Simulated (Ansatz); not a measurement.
# SnSe under changes of volume

One of the cells (50.458 Å³/atom); the others are scaled copies at fixed shape and fractional positions:

```
CELL_PARAMETERS angstrom
4.28533 0.00000 0.00000
0.00000 4.28533 0.00000
0.00000 0.00000 10.99069
ATOMIC_POSITIONS crystal
Sn 0.00000 0.50000 0.62777
Sn 0.50000 0.00000 0.37223
Se 0.00000 0.50000 0.38396
Se 0.50000 0.00000 0.61604
```

- Program: Ansatz 0.2.0
- Functional: LDA
- Potentials or basis: Ansatz PAW
- Cutoff: 420 eV (not typed: the program's choice for these potentials)
- k mesh: 6 × 6 × 3
- Occupations: fermi-dirac, width 0.05 eV
- Spin: no spin polarisation

| volume (Å³/atom) | energy over the lowest point (meV/atom) | gap on the mesh (eV) | largest force (eV/Å) |
| --- | --- | --- | --- |
| 47.431 | 0.00 | 1.40 | 0.316 |
| 48.440 | 0.08 | 1.43 | 0.187 |
| 49.449 | 3.95 | 1.45 | 0.109 |
| 50.458 | 11.24 | 1.47 | 0.244 |
| 51.468 | 21.55 | 1.48 | 0.370 |
| 52.477 | 34.58 | 1.50 | 0.486 |
| 53.486 | ? | ? | ? |

**Question.** What does the run at 53.486 Å³/atom give?

**Answer.** Energy over the lowest point 50.05 meV/atom; gap on the mesh 1.51 eV; largest force 0.594 eV/Å.

Worked out: A Birch-Murnaghan fit of order 3 (a polynomial in V^(-2/3)) to the other rows has its minimum at 47.91 Å³/atom with B0 = V·E''(V) = 30 GPa and B' = 4.4 at fixed shape and positions, which overstates the stiffness. It gives 50.03 meV/atom at 53.486 Å³/atom, against the run's 50.05. A straight line through the other rows of the gap, of slope 0.948 eV per unit of ln V (its deformation potential), extrapolates to 1.52 eV, against the run's 1.51.

Energies are extrapolated to zero smearing.

Caveats: odd divisions of the mesh miss points on the zone boundary, where band edges often lie, so the gap on the mesh can be too wide; spin-orbit coupling is left out, which moves the levels of the heavy elements; the PAW data sets come from PBE, with cores solved anew for the run's functional, which leaves a small shift of forces and pressure.

A mesh can miss the band edges.
